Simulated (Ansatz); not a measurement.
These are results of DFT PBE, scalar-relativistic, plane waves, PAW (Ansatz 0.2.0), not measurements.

Settings: cutoff 420 eV, Γ-centred mesh 12×12×6 on the computed 4-atom cell, Gaussian smearing of 0.02 eV; no spin polarisation.

```xyz
4
Lattice="3.2173 0.0000 0.0000 -1.6087 2.7863 0.0000 0.0000 0.0000 4.7617" Properties=species:S:1:pos:R:3 pbc="T T T"
Ga    0.0000    1.8575   -0.0553
Ga    1.6087    0.9288    2.3255
N     0.0000    1.8575    1.8409
N     1.6087    0.9288    4.2218
```

Task: Is this geometry at equilibrium? Which atom feels the largest force?

Result: It isn't. Atom 1 (Ga) feels (0.00, 0.00, -0.09) eV/Å, 0.091 eV/Å in size, and symmetry-related atoms feel the same size.

Task: Give all forces and the stress.

Result:
```tsv
atom	Fx	Fy	Fz
Ga1	0.000	0.000	-0.091
Ga2	0.000	0.000	-0.091
N3	0.000	0.000	0.091
N4	0.000	0.000	0.091
```
Stress (GPa, compression positive):
```
11.93  0.00  0.00
 0.00 11.93  0.00
 0.00  0.00 36.33
```